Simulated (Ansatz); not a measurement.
**Binding across the interface in twisted graphene monolayer on bilayer, 21.79° (42 atoms)**

Aim: the interaction energy between the two parts of twisted graphene monolayer on bilayer, 21.79° (42 atoms) and its distance dependence.

Main program and level: Ansatz 0.2.0; Kohn-Sham DFT, LDA, PAW (set soft_2), plane waves.

**1. Starting point**

The cell holds 42 atoms: 42 C. Cell: a = 6.508 Å, b = 6.509 Å, c = 20.690 Å, α = 90.0°, β = 90.0°, γ = 120.0°. It derives from C (graphene). Graphene (a = 2.46 Å) under graphene (a = 2.46 Å), monolayer on bilayer, commensurate cell of 7 unit cells a layer, twist 21.79 deg; facing planes 3.32, 3.37 Å apart as built; 14 Å of vacuum; minimised with a classical potential. Regions: layer 1, 14 atoms (14 C); layer 2, 14 atoms (14 C); layer 3, 14 atoms (14 C). Vacuum lies along c.

What the set-up can't give: The cell is under 6 Å thick along two periodic directions, so every atom has periodic images of itself close by, which move with it and show among its neighbours and in g(r).

**2. Single point at the start**

A single point comes first, to see the forces before anything moves.

The input, input.yaml:

```yaml
crystal:
  lattice:
    - [6.5085, 0.0, 0.0]
    - [-3.25425, 5.63653, 0.0]
    - [0.0, 0.0, 20.69]
  atoms:
    - { symbol: C, position: [0.19048, 0.2381, 0.3364] }
    - { symbol: C, position: [0.2381, 0.04762, 0.33636] }
    - { symbol: C, position: [0.33333, 0.66667, 0.3364] }
    - { symbol: C, position: [0.38095, 0.47619, 0.33636] }
    - { symbol: C, position: [0.47619, 0.09524, 0.3364] }
    - { symbol: C, position: [0.52381, 0.90476, 0.33636] }
    - { symbol: C, position: [0.61905, 0.52381, 0.3364] }
    - { symbol: C, position: [0.66667, 0.33333, 0.33636] }
    - { symbol: C, position: [0.7619, 0.95238, 0.3364] }
    - { symbol: C, position: [0.80952, 0.7619, 0.33636] }
    - { symbol: C, position: [0.90476, 0.38095, 0.3364] }
    - { symbol: C, position: [0.95238, 0.19048, 0.33636] }
    - { symbol: C, position: [0.04762, 0.80952, 0.3364] }
    - { symbol: C, position: [0.09524, 0.61905, 0.33636] }
    - { symbol: C, position: [0.38095, 0.47619, 0.49949] }
    - { symbol: C, position: [0.42857, 0.28571, 0.49942] }
    - { symbol: C, position: [0.52382, 0.90477, 0.49949] }
    - { symbol: C, position: [0.57143, 0.71429, 0.49944] }
    - { symbol: C, position: [0.66667, 0.33334, 0.49944] }
    - { symbol: C, position: [0.7143, 0.14287, 0.49942] }
    - { symbol: C, position: [0.80952, 0.76191, 0.49948] }
    - { symbol: C, position: [0.85714, 0.57143, 0.49942] }
    - { symbol: C, position: [0.95239, 0.19048, 0.49948] }
    - { symbol: C, position: [0.0, 0.0, 0.49947] }
    - { symbol: C, position: [0.09524, 0.61906, 0.49949] }
    - { symbol: C, position: [0.14286, 0.42858, 0.49944] }
    - { symbol: C, position: [0.2381, 0.04762, 0.49948] }
    - { symbol: C, position: [0.28572, 0.85715, 0.49944] }
    - { symbol: C, position: [0.38095, 0.90476, 0.66295] }
    - { symbol: C, position: [0.33333, 0.66667, 0.66291] }
    - { symbol: C, position: [0.2381, 0.19048, 0.66294] }
    - { symbol: C, position: [0.19047, 0.95238, 0.66295] }
    - { symbol: C, position: [0.52381, 0.61905, 0.66295] }
    - { symbol: C, position: [0.4762, 0.38096, 0.66297] }
    - { symbol: C, position: [0.80952, 0.04761, 0.66294] }
    - { symbol: C, position: [0.76191, 0.80953, 0.66295] }
    - { symbol: C, position: [0.66667, 0.33333, 0.66299] }
    - { symbol: C, position: [0.61904, 0.09524, 0.66297] }
    - { symbol: C, position: [0.95239, 0.7619, 0.66294] }
    - { symbol: C, position: [0.90476, 0.5238, 0.66297] }
    - { symbol: C, position: [0.09524, 0.47619, 0.66295] }
    - { symbol: C, position: [0.04762, 0.23809, 0.66295] }
kpoints:
  mp_grid: { grid: [3, 3, 1] }
hamiltonian:
  xc: lda
scf:
  occupations: { method: gaussian, width: 0.05 }
output:
  forces: true
```

Command:

```sh
ansatz run input.yaml --threads 4 --pin off --max-ram 8192MiB --backend cpu --events-out ev --progress --plain --runs-dir out
```

Numbers of over 12 decimals in the logs are rounded to 6 here.

The program printed:

```text
Warning: the atoms were moved onto the symmetric positions of the space group found under crystal.symmetry.tolerance 1.0e-5 (fractional; no operation is sought that the atoms, as they stand in a round, miss by more than twice it, and no atom is moved by as much as it), and the run uses the moved positions. [...]
Engine: ansatz 0.2.0, aarch64-unknown-linux-gnu
Pseudopotentials: kind: paw
Pseudopotential: C, paw, valence charge 4, recommended cutoff 420 eV (normal), C.paw.azcp
[... 3 lines on functional and potentials left out ...]
Crystal: 42 atoms, lattice volume = 759.020 Å³
Basis set: ecut = 420 eV, 14793 PW (Γ)
Bands: 126, of which v1, the nominal top of the filled ones, is band 84 counted from 1 (83 counted from 0)
Symmetry: 3 space group operations
Space group: P3 (ITA 143), of the structure as read, at distance tolerance 9.1e-5 Å
k-points: 3 of 9 (time reversal used)
[... 4 lines on functional and potentials left out ...]
Initial density: superposition of atomic densities (neutral atoms: chi_scale 0, normalization atom), corrected by the library's trained network
Initial wavefunctions: pseudopotential atomic-orbital guess
Functional: x = slater, c = lda
SCF iter   1: F=—  HF=-10204.398534 eV  |F-HF|=—  |Δ(HF+E_count)|=         —  Δρ=4.80e-3  dr2=2.02e-1  ethr=1.77e-3  ⟨swp⟩=11.7  Hψ=2593  notcnv=0  defer=65
preconditioner: auto → LDOS  [insulator: Δε(μ)=0.056 eV  Ē_g=14.908 eV  σ=0.050 eV  W_gap=0.52  n_scr=108 (ndim 8)  ℏωp=17.5 eV  f_vac=0.504  D(μ)=16.20/eV (n_scr^D=96)  ε∞_Penn≈2.4  β→1.0]
SCF iter   2: F=—  HF=-10204.393677 eV  |F-HF|=—  |Δ(HF+E_count)|=   4.86e-3  Δρ=1.07e-3  dr2=3.78e-2  ethr=1.20e-4  ⟨swp⟩=2.3  Hψ=517  notcnv=0  defer=104
SCF iter   3: F=—  HF=-10204.393528 eV  |F-HF|=—  |Δ(HF+E_count)|=   1.49e-4  Δρ=4.83e-4  dr2=6.01e-3  ethr=2.25e-5  ⟨swp⟩=2.7  Hψ=424  notcnv=0  defer=104
SCF iter   4: F=—  HF=-10204.393053 eV  |F-HF|=—  |Δ(HF+E_count)|=   4.75e-4  Δρ=2.15e-4  dr2=5.04e-4  ethr=3.58e-6  ⟨swp⟩=2.0  Hψ=448  notcnv=0  defer=104
SCF iter   5: F=—  HF=-10204.393074 eV  |F-HF|=—  |Δ(HF+E_count)|=   2.04e-5  Δρ=6.53e-5  dr2=4.02e-5  ethr=3.00e-7  ⟨swp⟩=2.0  Hψ=436  notcnv=0  defer=104
SCF iter   6: F=—  HF=-10204.393080 eV  |F-HF|=—  |Δ(HF+E_count)|=   6.21e-6  Δρ=2.89e-5  dr2=1.27e-5  ethr=2.39e-8  ⟨swp⟩=2.3  Hψ=560  notcnv=0  defer=91
SCF iter   7: F=—  HF=-10204.393083 eV  |F-HF|=—  |Δ(HF+E_count)|=   3.12e-6  Δρ=1.97e-5  dr2=4.35e-6  ethr=7.59e-9  ⟨swp⟩=2.0  Hψ=449  notcnv=0  defer=91
SCF iter   8: F=—  HF=-10204.393083 eV  |F-HF|=—  |Δ(HF+E_count)|=   2.78e-8  Δρ=9.89e-6  dr2=1.65e-6  ethr=2.59e-9  ⟨swp⟩=2.0  Hψ=454  notcnv=0  defer=91
SCF iter   9: F=—  HF=-10204.393083 eV  |F-HF|=—  |Δ(HF+E_count)|=   2.23e-7  Δρ=5.53e-6  dr2=4.74e-7  ethr=9.82e-10  ⟨swp⟩=2.0  Hψ=345  notcnv=0  defer=91
SCF iter  10: F=-10204.393083 eV  HF=-10204.393083 eV  |F-HF|=1.32e-8  |Δ(HF+E_count)|=   1.13e-7  Δρ=1.79e-6  dr2=3.39e-8  ethr=5.95e-11  ⟨swp⟩=3.0  Hψ=1314  notcnv=0
SCF 1 converged in 10 iterations: F = -10204.393083 eV  dr2 = 3.39e-8
  greatest PAW one-centre occupation: 0.667 electrons in one spin orbital (limit 2), on the C atom at site 26 (counted from 0), in its partial waves of l = 0
SCF converged after 10 iterations
Free energy (F): -10204.393083 eV
Harris-Foulkes:  -10204.393083 eV  (|F-HF|=1.32e-8)
Internal energy: -10204.368025 eV  (E = F + TS)
E sigma→0 (E₀):  -10204.380554 eV
Entropy (-TS):   -0.025059 eV (-0.597 meV/atom)
Fermi energy:    0.932993 eV
--- Per-component energies (eV) ---
  E_band       = -1363.556903
  E_kinetic    = 3821.239748
  E_local      = -74714.233220  (includes V_loc(G=0)·N_el)
  E_nonlocal   = 1193.959188
  E_hartree    = 35569.216261
  E_xc         = -1995.001573
  E_vxc        = -2480.242440  (∫ρ·V_xc dr)
  E_paw        = -3859.951258  (= ΣΔE_a)
  E_vpaw       = -322.716625  (= ΣTr[D̂ρ^β])
  E_aug_tail   = 0.000388  (compensation charges beyond the density's cutoff)
  E_ewald      = 29777.763475
  E_core_change = 2.638965  (= ΣΔE_core)
  E_smearing   = -0.025059  (= −TS)
  E_closure    = 0.000000  (closes the sum)
  Σ components = -10204.393083   (vs F -10204.393083, Δ=0.00e0)
--- Forces (eV/Å), atoms counted from 1 ---
  atom   1  C     -0.00094825    -0.00065722    -0.02184094
  atom   2  C     -0.00116786    -0.00077973     0.05827862
  atom   3  C      0.00000000     0.00000000    -0.02133469
  atom   4  C      0.00169744     0.00007216     0.05735188
  atom   5  C      0.00130493    -0.00085923    -0.02207044
  atom   6  C     -0.00091121     0.00143395     0.05735188
  atom   7  C     -0.00139658    -0.00070049    -0.02207044
  atom   8  C     -0.00000000    -0.00000000     0.05879531
  atom   9  C      0.00104330    -0.00049259    -0.02184094
  atom  10  C     -0.00009134     0.00140126     0.05827862
  atom  11  C      0.00009165     0.00155972    -0.02207044
  atom  12  C      0.00125920    -0.00062153     0.05827862
  atom  13  C     -0.00009505     0.00114982    -0.02184094
  atom  14  C     -0.00078623    -0.00150611     0.05735188
[...]
atom  41  C     -0.00864947     0.00378983     0.00305622
  atom  42  C      0.02130766    -0.00305387     0.00081245
  max |Σ_I F_I| component: 1.21e-3 eV/Å
```

Elapsed: 6.1 s, on 4 threads of Arm Neoverse V2, shared host; peak memory 1.3 GiB; 24 s of CPU time.

The program notes that positions were snapped to a detected symmetry.

The r.m.s. force at the start is 0.023 eV/Å.

**3. Relaxation**

With the cell held, the atoms are moved downhill towards a nearby minimum.

The input, input.yaml:

```yaml
crystal:
  lattice:
    - [6.5085, 0.0, 0.0]
    - [-3.25425, 5.63653, 0.0]
    - [0.0, 0.0, 20.69]
  atoms:
    [... the 42 atom lines of step 2 ...]
kpoints:
  mp_grid: { grid: [3, 3, 1] }
hamiltonian:
  xc: lda
scf:
  occupations: { method: gaussian, width: 0.05 }
output:
  forces: true
relax:
  f_tol: 0.05
  max_steps: 120
```

The program printed:

```text
[...]
Crystal: 42 atoms, lattice volume = 759.020 Å³
Basis set: ecut = 420 eV, 14793 PW (Γ)
Bands: 126, of which v1, the nominal top of the filled ones, is band 84 counted from 1 (83 counted from 0)
Symmetry: 3 space group operations
[...]
k-points: 3 of 9 (time reversal used)
[...]
SCF iter   1: F=—  HF=-10204.398546 eV  |F-HF|=—  |Δ(HF+E_count)|=         —  Δρ=4.80e-3  dr2=2.02e-1  ethr=1.77e-3  ⟨swp⟩=11.7  Hψ=2593  notcnv=0  defer=65
[...]
SCF iter   6: F=-10204.393075 eV  HF=-10204.393080 eV  |F-HF|=4.63e-6  |Δ(HF+E_count)|=   1.73e-5  Δρ=2.88e-5  dr2=1.27e-5  ethr=2.40e-8  ⟨swp⟩=1.7  Hψ=1008  notcnv=0
SCF 1 converged in 6 iterations: F = -10204.393075 eV  dr2 = 1.27e-5
[...]
relax step   1: F+E_penalty+E_count = -10204.39307542 eV  Δ(F+E_penalty+E_count) = +0.000e0 eV  max|allowed force component| = 7.132e-2 eV/Å  Δτ_max = 0.0000 Å  (6 SCF iters, dr2 threshold 6.25e-5 eV, accepted)
[...]
relax step   2: F+E_penalty+E_count = -10204.30509853 eV  Δ(F+E_penalty+E_count) = +8.798e-2 eV  max|allowed force component| = 9.420e-2 eV/Å  Δτ_max = 0.1950 Å  (17 SCF iters, rejected (line search))
[...]
relax step   3: F+E_penalty+E_count = -10204.41229235 eV  Δ(F+E_penalty+E_count) = -1.922e-2 eV  max|allowed force component| = 2.794e-2 eV/Å  Δτ_max = 0.0604 Å  (10 SCF iters, accepted)
SCF converged after 10 iterations
Free energy (F): -10204.412292 eV
[...]
Internal energy: -10204.387237 eV  (E = F + TS)
E sigma→0 (E₀):  -10204.399765 eV
Entropy (-TS):   -0.025055 eV (-0.597 meV/atom)
Fermi energy:    0.931452 eV
[...]
--- Forces (eV/Å), atoms counted from 1 ---
  atom   1  C     -0.00076456    -0.00055839     0.02783852
  atom   2  C     -0.00086206    -0.00064709    -0.02240358
  atom   3  C      0.00000000     0.00000000     0.02758852
  atom   4  C      0.00139964     0.00015143    -0.02226794
  atom   5  C      0.00104651    -0.00082362     0.02791177
  atom   6  C     -0.00083096     0.00113641    -0.02226794
  atom   7  C     -0.00123653    -0.00049450     0.02791177
  atom   8  C     -0.00000000    -0.00000000    -0.02304644
  atom   9  C      0.00086586    -0.00038294     0.02783852
  atom  10  C     -0.00012937     0.00107012    -0.02240358
  atom  11  C      0.00019001     0.00131812     0.02791177
  atom  12  C      0.00099143    -0.00042302    -0.02240358
  atom  13  C     -0.00010130     0.00094132     0.02783852
  atom  14  C     -0.00056868    -0.00128783    -0.02226794
[...]
atom  41  C     -0.00572252     0.00228750    -0.00195844
  atom  42  C      0.01336896    -0.00097627    -0.00164028
  max |Σ_I F_I| component: 1.23e-3 eV/Å
--- Relaxed structure (3 steps of the walk, 2 accepted, 0 SCFs on fresh bases) ---
  F+E_penalty+E_count = -10204.41229235 eV   max|allowed force component| = 2.794e-2 eV/Å
  atoms:
    - { symbol: C, position: [0.190480, 0.238100, 0.339092] }
    - { symbol: C, position: [0.238099, 0.047619, 0.339249] }
    - { symbol: C, position: [0.333333, 0.666667, 0.339090] }
    - { symbol: C, position: [0.380951, 0.476190, 0.339244] }
[...]
- { symbol: C, position: [0.047620, 0.238082, 0.662889] }
```

Wall time 18 s (4 threads); peak memory 1.3 GiB.

The relaxation converged after 3 steps, 0.0192 eV below its start, with a largest force component of 0.028 eV/Å.

[end of part 1 of 3]

[Logs are printed without paths, hosts, clocks, repeated set-up lines and the standing remarks that a program may print on its own settings, such as how far it seeks lower states.]

[Hosts, paths, dates, database ids (printed as entryN), source tags and the programs' standing remarks are cut or masked in the printed files.]
